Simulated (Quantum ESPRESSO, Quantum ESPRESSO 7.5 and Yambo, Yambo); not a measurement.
# Quasiparticle gap of CdSe (F-43m) in Yambo

How does a plane-wave GW calculation on CdSe (F-43m) run from the first input to the gap?

Main program and level: Quantum ESPRESSO 7.5 and Yambo 5.3.0; PBE and many-body steps on it, plane waves.

**The experiments to reproduce.**

- Gap 1.69 ± 0.02 eV: direct gap from (alpha E)^2 extrapolation; spectroscopic ellipsometry; 300 K; film (fully relaxed MBE film, 304 nm) on GaAs(100) (“Band gap bowing of binary alloys: Experimental results compared to theoretical tight-binding supercell calculations for CdZnSe”, 2010, arxiv:1007.2297).

### Step 1. The starting structure

Symmetry: F-43m, No. 216, cubic system. The conventional cell has a = 6.050 Å, b = 6.050 Å, c = 6.050 Å, α = 90.00°, β = 90.00°, γ = 90.00°. Nearest to Cd lie 4 Se at 2.62 Å. Nearest to Se lie 4 Cd at 2.62 Å. Farther neighbours and most contacts between anions are not listed.

The lattice is a measured one from papers, the positions are the Materials Project's; both are kept fixed.

### Step 2. Ground state

This step: Quantum ESPRESSO 7.5; DFT, PBE, plane waves, norm-conserving pseudopotentials.

The ground-state density comes first.

The input, pw.in:

```
&control
  calculation = 'scf'
  prefix = 'x'
  outdir = 'o'
  pseudo_dir = 'pseudo'
/
&system
  ibrav = 0
  nat = 2
  ntyp = 2
  ecutwfc = 104.0
  nbnd = 27
  force_symmorphic = .true.
/
&electrons
  conv_thr = 1e-10
  electron_maxstep = 80
  mixing_beta = 0.5
/
ATOMIC_SPECIES
  Cd 112.41 Cd.upf
  Se 78.971 Se.upf
CELL_PARAMETERS angstrom
  -0.0000000000 3.0250000000 3.0250000000
  3.0250000000 0.0000000000 3.0250000000
  3.0250000000 3.0250000000 -0.0000000000
ATOMIC_POSITIONS crystal
  Cd 0.0000000000 0.0000000000 0.0000000000
  Se 0.7500000000 0.7500000000 0.7500000000
K_POINTS automatic
  6 6 6 0 0 0
```

Run with:

```console
> OMP_NUM_THREADS=1 mpirun -n 4 pw.x -nk 4 -in pw.in > pw.out
```

What it wrote:

```text
Program PWSCF v.7.5 starts

     This program is part of the open-source Quantum ESPRESSO suite
     for quantum simulation of materials; please cite
         "P. Giannozzi et al., J. Phys.:Condens. Matter 21 395502 (2009);
         "P. Giannozzi et al., J. Phys.:Condens. Matter 29 465901 (2017);
         "P. Giannozzi et al., J. Chem. Phys. 152 154105 (2020);
     in publications or presentations arising from this work. More details at
     Message from routine setup:
     using ibrav=0 with symmetry is DISCOURAGED, use correct ibrav instead

     G-vector sticks info

     bravais-lattice index     =            0
     lattice parameter (alat)  =       8.0842  a.u.
     unit-cell volume          =     373.5964 (a.u.)^3
     number of atoms/cell      =            2
     number of atomic types    =            2
     number of electrons       =        44.00
     number of Kohn-Sham states=           27
     kinetic-energy cutoff     =     104.0000  Ry
     charge density cutoff     =     416.0000  Ry
     scf convergence threshold =      1.0E-10
     mixing beta               =       0.5000
     number of iterations used =            8  plain     mixing
     Exchange-correlation= PBE
                           (   1   4   3   4   0   0   0)

     celldm(1)=   8.084241  celldm(2)=   0.000000  celldm(3)=   0.000000
     celldm(4)=   0.000000  celldm(5)=   0.000000  celldm(6)=   0.000000

     crystal axes: (cart. coord. in units of alat)
               a(1) = (  -0.000000   0.707107   0.707107 )
               a(2) = (   0.707107   0.000000   0.707107 )
               a(3) = (   0.707107   0.707107  -0.000000 )

     reciprocal axes: (cart. coord. in units 2 pi/alat)
               b(1) = ( -0.707107  0.707107  0.707107 )
               b(2) = (  0.707107 -0.707107  0.707107 )
               b(3) = (  0.707107  0.707107 -0.707107 )
     Pseudo is Norm-conserving + core correction, Zval = 20.0
     Generated using ONCVPSP code by D. R. Hamann
     Using radial grid of 1368 points,  6 beta functions with:
     Pseudo is Norm-conserving + core correction, Zval = 24.0
     Generated using ONCVPSP code by D. R. Hamann
     Using radial grid of 1214 points,  6 beta functions with:
     Cd               20.00   112.41000     Cd( 1.00)
     Se               24.00    78.97100     Se( 1.00)

     24 Sym. Ops. (no inversion) found

   Cartesian axes

     site n.     atom                  positions (alat units)
         1        Cd     tau(   1) = (   0.0000000   0.0000000   0.0000000  )
         2        Se     tau(   2) = (   1.0606602   1.0606602   1.0606602  )

     number of k points=    16
                       cart. coord. in units 2pi/alat
        k(    1) = (   0.0000000   0.0000000   0.0000000), wk =   0.0092593
        k(    2) = (   0.1178511   0.1178511  -0.1178511), wk =   0.0740741
        k(    3) = (   0.2357023   0.2357023  -0.2357023), wk =   0.0740741
        k(    4) = (  -0.3535534  -0.3535534   0.3535534), wk =   0.0370370
        k(    5) = (   0.2357023   0.0000000  -0.0000000), wk =   0.0555556
        k(    6) = (   0.3535534   0.1178511  -0.1178511), wk =   0.2222222
        k(    7) = (  -0.2357023  -0.4714045   0.4714045), wk =   0.2222222
        k(    8) = (  -0.1178511  -0.3535534   0.3535534), wk =   0.2222222
        k(    9) = (   0.0000000  -0.2357023   0.2357023), wk =   0.1111111
        k(   10) = (   0.4714045   0.0000000  -0.0000000), wk =   0.0555556
     [... 4 further rows ...]
        k(   15) = (  -0.1178511  -0.3535534   0.5892557), wk =   0.2222222
        k(   16) = (  -0.7071068   0.2357023   0.0000000), wk =   0.1111111

     Dense  grid:    53497 G-vectors     FFT dimensions: (  54,  54,  54)

     Initial potential from superposition of free atoms

     starting charge      43.9997, renormalised to      44.0000
     Starting wfcs are   23 randomized atomic wfcs +    4 random wfcs

     per-process dynamical memory:    47.3 Mb

     Self-consistent Calculation

     iteration #  1     ecut=   104.00 Ry     beta= 0.50

     Threshold (ethr) on eigenvalues was too large:
     Diagonalizing with lowered threshold

     total energy              =   -1027.25810268 Ry
     estimated scf accuracy    <       0.08484266 Ry

     iteration #  2     ecut=   104.00 Ry     beta= 0.50

     total energy              =   -1027.27848738 Ry
     estimated scf accuracy    <       0.00829394 Ry

     iteration #  3     ecut=   104.00 Ry     beta= 0.50

     total energy              =   -1027.27978330 Ry
     estimated scf accuracy    <       0.00089064 Ry

     iteration #  4     ecut=   104.00 Ry     beta= 0.50

     total energy              =   -1027.27986490 Ry
     estimated scf accuracy    <       0.00004856 Ry

     iteration #  5     ecut=   104.00 Ry     beta= 0.50

     total energy              =   -1027.27986949 Ry
     estimated scf accuracy    <       0.00000467 Ry

     iteration #  6     ecut=   104.00 Ry     beta= 0.50

     total energy              =   -1027.27987037 Ry
     estimated scf accuracy    <       0.00000021 Ry

     iteration #  7     ecut=   104.00 Ry     beta= 0.50

     total energy              =   -1027.27987041 Ry
     estimated scf accuracy    <       0.00000010 Ry

     iteration #  8     ecut=   104.00 Ry     beta= 0.50

     total energy              =   -1027.27987042 Ry
     estimated scf accuracy    <          1.4E-09 Ry

     iteration #  9     ecut=   104.00 Ry     beta= 0.50

     total energy              =   -1027.27987042 Ry
     estimated scf accuracy    <          8.5E-10 Ry

     iteration # 10     ecut=   104.00 Ry     beta= 0.50

     End of self-consistent calculation

          k = 0.0000 0.0000 0.0000 (  6735 PWs)   bands (ev):

  -198.7238-138.2020-138.2020-138.2020 -93.3811 -54.4431 -54.4431 -54.4431
   -38.3758 -38.3758 -38.3758 -38.3721 -38.3721  -4.3449   0.3513   0.3513
     0.3513   0.7425   0.7425   8.3376   8.3376   8.3376   8.9804  14.2838
    14.2838  14.2838  18.2020

          k = 0.1179 0.1179-0.1179 (  6657 PWs)   bands (ev):

  -198.7238-138.2020-138.2020-138.2020 -93.3811 -54.4431 -54.4431 -54.4431
   -38.3758 -38.3758 -38.3758 -38.3721 -38.3721  -4.2492   0.3814   0.3814
     0.4409   0.7415   0.7415   6.6175   8.1214   8.1214  10.2871  14.0576
    14.6139  14.6139  18.5041

          k = 0.2357 0.2357-0.2357 (  6724 PWs)   bands (ev):

  -198.7238-138.2020-138.2020-138.2020 -93.3811 -54.4433 -54.4431 -54.4431
   -38.3759 -38.3758 -38.3758 -38.3720 -38.3720  -4.0548   0.4314   0.4314
     0.7529   0.7529   0.7530   4.7606   7.7397   7.7397  10.7755  14.8624
    14.8624  14.9469  18.2155

          k =-0.3536-0.3536 0.3536 (  6658 PWs)   bands (ev):

     [... further k-points ...]

     highest occupied, lowest unoccupied level (ev):     8.3376    8.9804

!    total energy              =   -1027.27987042 Ry
     estimated scf accuracy    <          6.4E-11 Ry

     The total energy is the sum of the following terms:
     one-electron contribution =    -880.94886381 Ry
     hartree contribution      =     418.60470941 Ry
     xc contribution           =    -106.19733478 Ry
     ewald contribution        =    -458.73838124 Ry

     convergence has been achieved in  10 iterations

     XML data file, charge density, pseudopotentials, collected wavefunctions

=------------------------------------------------------------------------------=
   JOB DONE.
=------------------------------------------------------------------------------=
```

Run time: 31 s. Hardware: 4 MPI ranks of AMD EPYC 7571, shared host; peak memory 0.43 GiB.

This step gave:

| Property | Result |
| --- | --- |
| total energy | -13976.8547 eV |
| gap | 0.6427 eV |
| k of the valence top | 0, 0, 0 |
| k of the conduction bottom | 0, 0, 0 |
| least direct gap | 0.6427 eV |

The gap is direct, at Γ.

### Step 3. Bands along the symmetry lines

The cheap functional maps the bands first; the places of the edges decide which points the dearer methods must see.

The input, pw.in:

```
&control
  calculation = 'bands'
  prefix = 'x'
  outdir = 'o'
  pseudo_dir = 'pseudo'
/
&system
  ibrav = 0
  nat = 2
  ntyp = 2
  ecutwfc = 104.0
  nbnd = 28
  force_symmorphic = .true.
/
&electrons
  conv_thr = 1e-9
  electron_maxstep = 80
  diago_full_acc = .true.
  diago_thr_init = 5e-6
/
ATOMIC_SPECIES
  Cd 112.41 Cd.upf
  Se 78.971 Se.upf
CELL_PARAMETERS angstrom
  -0.0000000000 3.0250000000 3.0250000000
  3.0250000000 0.0000000000 3.0250000000
  3.0250000000 3.0250000000 -0.0000000000
ATOMIC_POSITIONS crystal
  Cd 0.0000000000 0.0000000000 0.0000000000
  Se 0.7500000000 0.7500000000 0.7500000000
K_POINTS crystal
  50
  0.00000000 0.00000000 0.00000000 1
  -0.06250000 -0.06250000 0.00000000 1
  -0.12500000 -0.12500000 0.00000000 1
  -0.18750000 -0.18750000 0.00000000 1
  -0.25000000 -0.25000000 0.00000000 1
  -0.31250000 -0.31250000 0.00000000 1
  -0.37500000 -0.37500000 0.00000000 1
  -0.43750000 -0.43750000 0.00000000 1
  -0.50000000 -0.50000000 0.00000000 1
  -0.48437500 -0.48437500 0.03125000 1
  -0.46875000 -0.46875000 0.06250000 1
  -0.45312500 -0.45312500 0.09375000 1
  -0.43750000 -0.43750000 0.12500000 1
  -0.42187500 -0.42187500 0.15625000 1
  -0.40625000 -0.40625000 0.18750000 1
  -0.39062500 -0.39062500 0.21875000 1
  -0.37500000 -0.37500000 0.25000000 1
  -0.37500000 0.00000000 0.37500000 1
  -0.32812500 0.00000000 0.32812500 1
  -0.28125000 0.00000000 0.28125000 1
  -0.23437500 0.00000000 0.23437500 1
  -0.18750000 0.00000000 0.18750000 1
  -0.14062500 0.00000000 0.14062500 1
  -0.09375000 0.00000000 0.09375000 1
  -0.04687500 0.00000000 0.04687500 1
  0.00000000 0.00000000 0.00000000 1
  0.00000000 0.00000000 0.06250000 1
  0.00000000 0.00000000 0.12500000 1
  0.00000000 0.00000000 0.18750000 1
  0.00000000 0.00000000 0.25000000 1
  0.00000000 0.00000000 0.31250000 1
  0.00000000 0.00000000 0.37500000 1
  0.00000000 0.00000000 0.43750000 1
  -0.00000000 -0.00000000 0.50000000 1
  -0.06250000 -0.03125000 0.46875000 1
  -0.12500000 -0.06250000 0.43750000 1
  -0.18750000 -0.09375000 0.40625000 1
  -0.25000000 -0.12500000 0.37500000 1
  -0.31250000 -0.15625000 0.34375000 1
  -0.37500000 -0.18750000 0.31250000 1
  -0.43750000 -0.21875000 0.28125000 1
  -0.50000000 -0.25000000 0.25000000 1
  -0.50000000 -0.28125000 0.21875000 1
  -0.50000000 -0.31250000 0.18750000 1
  -0.50000000 -0.34375000 0.15625000 1
  -0.50000000 -0.37500000 0.12500000 1
  -0.50000000 -0.40625000 0.09375000 1
  -0.50000000 -0.43750000 0.06250000 1
  -0.50000000 -0.46875000 0.03125000 1
  -0.50000000 -0.50000000 0.00000000 1
```

What it wrote:

```text
[banner, memory and clock lines left out]
Program PWSCF v.7.5 starts

     Atomic positions and unit cell read from directory:
     o/x.save/

     Message from routine setup:
     using ibrav=0 with symmetry is DISCOURAGED, use correct ibrav instead

     G-vector sticks info

     bravais-lattice index     =            0
     lattice parameter (alat)  =       8.0842  a.u.
     unit-cell volume          =     373.5964 (a.u.)^3
     number of atoms/cell      =            2
     number of atomic types    =            2
     number of electrons       =        44.00
     number of Kohn-Sham states=           28
     kinetic-energy cutoff     =     104.0000  Ry
     charge density cutoff     =     416.0000  Ry
     Exchange-correlation= PBE
                           (   1   4   3   4   0   0   0)

     celldm(1)=   8.084241  celldm(2)=   0.000000  celldm(3)=   0.000000
     celldm(4)=   0.000000  celldm(5)=   0.000000  celldm(6)=   0.000000

     crystal axes: (cart. coord. in units of alat)
               a(1) = (  -0.000000   0.707107   0.707107 )
               a(2) = (   0.707107   0.000000   0.707107 )
               a(3) = (   0.707107   0.707107  -0.000000 )

     reciprocal axes: (cart. coord. in units 2 pi/alat)
               b(1) = ( -0.707107  0.707107  0.707107 )
               b(2) = (  0.707107 -0.707107  0.707107 )
               b(3) = (  0.707107  0.707107 -0.707107 )
     Pseudo is Norm-conserving + core correction, Zval = 20.0
     Generated using ONCVPSP code by D. R. Hamann
     Using radial grid of 1368 points,  6 beta functions with:
     Pseudo is Norm-conserving + core correction, Zval = 24.0
     Generated using ONCVPSP code by D. R. Hamann
     Using radial grid of 1214 points,  6 beta functions with:
     Cd               20.00   112.41000     Cd( 1.00)
     Se               24.00    78.97100     Se( 1.00)

     24 Sym. Ops. (no inversion) found

   Cartesian axes

     site n.     atom                  positions (alat units)
         1        Cd     tau(   1) = (   0.0000000   0.0000000   0.0000000  )
         2        Se     tau(   2) = (   1.0606602   1.0606602   1.0606602  )

     number of k points=    50
                       cart. coord. in units 2pi/alat
        k(    1) = (   0.0000000   0.0000000   0.0000000), wk =   0.0400000
        k(    2) = (   0.0000000   0.0000000  -0.0883883), wk =   0.0400000
        k(    3) = (   0.0000000   0.0000000  -0.1767767), wk =   0.0400000
[...]
[... 38 further rows ...]
        k(   49) = (   0.0441942  -0.0000000  -0.7071068), wk =   0.0400000
        k(   50) = (   0.0000000   0.0000000  -0.7071068), wk =   0.0400000

     Dense  grid:    53497 G-vectors     FFT dimensions: (  54,  54,  54)

     The potential is recalculated from file :
     o/x.save/charge-density

     Starting wfcs are   23 randomized atomic wfcs +    5 random wfcs

     Band Structure Calculation

     End of band structure calculation

          k = 0.0000 0.0000 0.0000 (  6735 PWs)   bands (ev):

  -198.7240-138.2021-138.2021-138.2021 -93.3810 -54.4430 -54.4430 -54.4430
   -38.3759 -38.3759 -38.3759 -38.3722 -38.3722  -4.3449   0.3513   0.3513
     0.3513   0.7425   0.7425   8.3376   8.3376   8.3376   8.9804  14.2838
    14.2838  14.2838  18.2021  19.5140

          k = 0.0000 0.0000-0.0884 (  6703 PWs)   bands (ev):

  -198.7240-138.2021-138.2021-138.2021 -93.3810 -54.4431 -54.4430 -54.4430
   -38.3759 -38.3759 -38.3759 -38.3722 -38.3722  -4.3256   0.3603   0.3603
[...]
14.4178  14.4178  18.4806  18.7428

          k = 0.0000 0.0000-0.1768 (  6667 PWs)   bands (ev):

  -198.7240-138.2021-138.2021-138.2021 -93.3810 -54.4431 -54.4431 -54.4431
[...]
14.7920  14.7920  17.5571  19.4345

          k = 0.0000 0.0000-0.2652 (  6679 PWs)   bands (ev):

[...]
k =-0.0000-0.0000-0.4419 (  6698 PWs)   bands (ev):

[...]
k =-0.0000-0.0000-0.6187 (  6710 PWs)   bands (ev):

[...]
k = 0.5303-0.0000-0.5303 (  6713 PWs)   bands (ev):

[...]
k = 0.3977-0.0000-0.3977 (  6681 PWs)   bands (ev):

[...]
k = 0.2652-0.0000-0.2652 (  6691 PWs)   bands (ev):

[...]
k = 0.0000 0.0000 0.0000 (  6735 PWs)   bands (ev):

[...]
k = 0.1326 0.0000-0.7071 (  6698 PWs)   bands (ev):

[...]
k = 0.0884-0.0000-0.7071 (  6702 PWs)   bands (ev):

[...]
k = 0.0442-0.0000-0.7071 (  6728 PWs)   bands (ev):

  -198.7240-138.2021-138.2021-138.2021 -93.3810 -54.4433 -54.4432 -54.4432
[...]
17.4583  18.4621  18.6722  20.7749

          k = 0.0000 0.0000-0.7071 (  6710 PWs)   bands (ev):

  -198.7240-138.2021-138.2021-138.2021 -93.3810 -54.4433 -54.4432 -54.4432
   -38.3761 -38.3759 -38.3759 -38.3722 -38.3721  -3.8344   0.5465   0.6254
     0.6254   0.8038   1.1170   4.1894   6.4334   6.4334  11.4600  12.1219
    17.5115  18.6566  18.6566  20.6934

     XML data file, pseudopotentials, collected wavefunctions
```

Run time: 20 s. Hardware: 4 MPI ranks; peak memory 0.33 GiB; 77 s of CPU time.

This step gave:

```yaml
gap: 0.6427 eV
k_of_the_valence_top: 0, 0, 0
k_of_the_conduction_bottom: 0, 0, 0
least_direct_gap: 0.6427 eV
```

The gap is 0.643 eV, as in the run before at this level.

Electronic bands along the path, in eV, zero at the top of the highest filled band:

```tsv
point	band 19	band 20	band 21	band 22	band 23	band 24	band 25	band 26
Γ	-7.60	0.00	0.00	0.00	0.64	5.95	5.95	5.95
halfway	-7.56	-2.59	-1.06	-1.06	3.34	4.22	7.69	7.69
X	-7.22	-4.15	-1.90	-1.90	3.12	3.78	9.17	10.32
halfway	-7.18	-4.13	-2.19	-1.81	3.40	4.17	8.82	9.66
U	-7.13	-4.09	-2.59	-1.56	3.72	5.20	8.31	8.65
jump to K	-7.13	-4.09	-2.59	-1.56	3.72	5.20	8.31	8.65
halfway	-7.55	-2.98	-1.44	-0.44	3.22	5.71	6.36	6.68
Γ	-7.60	0.00	0.00	0.00	0.64	5.95	5.95	5.95
halfway	-7.59	-2.70	-0.41	-0.41	2.33	5.99	6.47	6.47
L	-7.29	-4.48	-0.77	-0.77	2.42	6.46	6.46	7.46
halfway	-7.20	-4.22	-2.03	-1.26	3.91	5.46	6.88	8.06
W	-7.09	-4.06	-2.29	-2.27	5.11	5.22	6.51	7.61
halfway	-7.15	-4.11	-2.10	-2.10	3.87	4.35	8.45	8.47
X	-7.22	-4.15	-1.90	-1.90	3.12	3.78	9.17	10.32
```

(Part 1 of 3 ends here.)

[Paths, hosts, dates, memory and timing lines, banners, echoed tables and standing remarks are left out of the program output.]

[Logs are printed without paths, hosts, clocks, repeated set-up lines and the standing remarks that a program may print on its own settings, such as how far it seeks lower states.]

[Runs of the session that timed out or met a known fault of the program may be left out.]

[Hosts, paths, dates, database ids (printed as entryN), source tags and the programs' standing remarks are cut or masked in the printed files.]
